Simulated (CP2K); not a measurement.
# BN in CP2K: the effect of functional

BN:

```
N B
1.0
     2.49824    0.00000    0.00000
    -1.24912    2.16354    0.00000
     0.00000    0.00000    6.63570
N B
2 2
Direct
  0.66667 0.33333 0.25000
  0.33333 0.66667 0.75000
  0.66667 0.33333 0.75000
  0.33333 0.66667 0.25000
```

Alike in all runs:

```yaml
Program: CP2K 2026.2
Task: band structure
Potentials_or_basis: POTENTIAL_UZH N GTH-PBE-q5, B GTH-PBE-q3; TZVP-MOLOPT-PBE-GTH basis
Density_cutoff: 9184 eV
k_mesh: 12 × 12 × 4
Occupations: fermi-dirac, width 0.05 eV
Spin: no spin polarisation
```

```csv
functional,gap on the mesh (eV),pressure (GPa)
LDA,4.09,3.8
BEEF-vdW,4.50,1.4
BLYP,4.44,7.8
AM05,4.20,4.9
r2SCAN,?,?
```

Problem. What does the run with functional r2SCAN give?

Solution. gap on the mesh 4.88 eV; pressure 2.0 GPa.

Caveats: the potentials were made for another functional, which shifts forces and pressure; the basis of atomic orbitals isn't converged, which shifts pressures, moduli and gaps; this functional lacks dispersion, which binds the layers, so the pressure and a relaxed spacing across them are unreliable (some runs).

A k mesh can miss the band edges.

Runs at the PBE level aren't shown here.
